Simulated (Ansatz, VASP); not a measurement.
**LiF in VASP and in Ansatz**

INCAR

```
SYSTEM = LiF
PREC     = Accurate       ! precision mode
ENCUT    = 600            ! plane-wave cutoff, eV
EDIFF    = 1E-7           ! SCF threshold, eV
ISMEAR   = 0              ! smearing method
SIGMA    = 0.02           ! smearing width, eV
LREAL    = .FALSE.        ! projectors in reciprocal space
LASPH    = .TRUE.         ! aspherical terms in the spheres
NELM     = 100            ! most SCF steps
ALGO     = Normal         ! electronic algorithm
ISIF     = 3              ! what is computed and relaxed
LWAVE    = .FALSE.        ! write WAVECAR
LCHARG   = .FALSE.        ! write CHGCAR
GGA      = PS             ! functional
IBRION   = 2              ! ionic algorithm
NSW      = 100            ! ionic steps
EDIFFG   = -0.005         ! ionic threshold
```

Contents of KPOINTS:

```
regular mesh
0
G
  9 9 6
  0 0 0
```

The input POSCAR:

```
LiF
1.0
    3.0214090000      0.0000000000      0.0000000000
   -1.5107050000      2.6166170000      0.0000000000
    0.0000000000      0.0000000000      4.9339410000
Li F
2 2
Direct
    0.0000000000      0.0000000000      0.0000000000
    0.3333333300      0.6666666700      0.5000000000
    0.0000000000      0.0000000000      0.3750000000
    0.3333333300      0.6666666700      0.8750000000
```

Input for Ansatz:

```yaml
crystal:
  lattice:
    - [3.021409, 0.0, 0.0]
    - [-1.510705, 2.616617, 0.0]
    - [0.0, 0.0, 4.933941]
  atoms:
    - { symbol: Li, position: [0.0, 0.0, 0.0] }
    - { symbol: F, position: [0.0, 0.0, 0.375] }
    - { symbol: Li, position: [0.33333333, 0.66666667, 0.5] }
    - { symbol: F, position: [0.33333333, 0.66666667, 0.875] }
basis:
  ecutwfc: 420
kpoints:
  mp_grid: { grid: [9, 9, 6] }
hamiltonian:
  xc: pbesol
scf:
  occupations: { method: gaussian, width: 0.02 }
output:
  forces: true
  stress: true
  eigenvalues: true
  write_density: true
  write_potential: true
  elf: true
  volumetric_format: npy
relax:
  adjacent_minimum: "off"
  f_tol: 0.005
  max_steps: 80
  cell: { stress_tol: 0.05 }
```

The cell was built by a generator and needn't be a form met in nature.

Alike in both runs: task relaxation of cell and atoms; functional PBEsol; k mesh 9 × 9 × 6; occupations gaussian, width 0.02 eV; no spin polarisation.

|  | VASP | Ansatz |
| --- | --- | --- |
| version | VASP 6.6.1 | Ansatz 0.2.0 |
| potentials or method | VASP PAW PBE potentials, release 64 (Li_sv, F) | scalar-relativistic, plane waves, PAW |
| plane-wave cutoff (eV) | 600 | 420 |
| valence electrons in the cell | 20 | 20 |

|  | VASP | Ansatz | Ansatz less VASP |
| --- | --- | --- | --- |
| gap on the k mesh at the Fermi level, each at its own relaxed structure (eV) | 7.59 | 7.61 | +0.016 |
| relaxed volume (Å³/atom) | 9.95 | 9.98 | +0.037 |
| relaxed cell length with the largest relative difference (Å) | 4.784 | 4.821 | +0.0370 |
| energy change over the relaxation (meV/atom) | -3 | -3 | -0.1 |

Caveats: the cutoff is under 1.25 times the usual one of these potentials, so pressure, stress and relaxed cells hold a basis-set (Pulay) error (VASP); the PAW data sets were made with another functional, which shifts forces and pressure a little (VASP); an odd mesh through Γ misses points on the zone boundary, where band edges often lie. A hybrid or GW would open this gap; PBEsol tends to underestimate it.
